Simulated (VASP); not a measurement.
Set up this calculation in VASP 6.6.1, as the native input.

```yaml
Task: relaxation of cell and atoms
Functional: PBE
Dispersion: D3(BJ)
Potentials_or_basis: VASP PAW PBE potentials, release 64 (Ti_sv, Se)
Cutoff: 520 eV
k_mesh: 12 × 12 × 6
Occupations: gaussian, width 0.02 eV
Spin: no spin polarisation
Further_INCAR_settings: ALGO = Fast; EDIFF = 1e-07; IBRION = 2; EDIFFG = -0.002; NSW = 80; ISIF = 3
```

The structure of TiSe2 lies in POSCAR:

```
TiSe2                                   
1.0
    3.4835735343      0.0000000000      0.0000000000
   -1.7417867672      3.0168631752      0.0000000000
   -0.0000000000     -0.0000000000      5.8585781441
  Ti              Se            
     1     2
Direct
     0.0000000000000000    0.0000000000000000    0.0000000000000000
     0.3333333300000021    0.6666666699999979    0.2651492630516779
     0.6666666699999979    0.3333333300000021    0.7348507369483221
```

These files were run (other wordings do the same):

INCAR

```
ALGO = Fast
EDIFF = 1E-7
EDIFFG = -0.002
ENCUT = 520
GGA = PE
IBRION = 2
ISIF = 3
ISMEAR = 0
IVDW = 12
LASPH = T
LCHARG = F
LREAL = F
LWAVE = F
NELM = 80
NSW = 80
PREC = Accurate
SIGMA = 0.02
```

KPOINTS

```
k-points
0
Gamma
  12 12 6
```

Potentials or basis: VASP PAW PBE potentials, release 64 (Ti_sv, Se).

Launch:

```bash
$ cat potpaw_PBE.64/Ti_sv/POTCAR potpaw_PBE.64/Se/POTCAR > POTCAR
$ mpirun -np 1 vasp_std > vasp.out
```

Results of the run:

```yaml
Pressure_after_relaxing: 0.0 GPa
Band_gap_on_the_k_mesh: none (metal or under the smearing width)
Dispersion_energy_per_atom: -0.450 eV
```

Caveat: the relaxation stopped at its first step, so nothing moved; pairwise dispersion overbinds metals, which lowers pressure and volume.

Run time: 2 min on 1 thread of Intel(R) Xeon(R) 6975P-C (Granite Rapids) (shared host), peak memory 0.26 GiB.
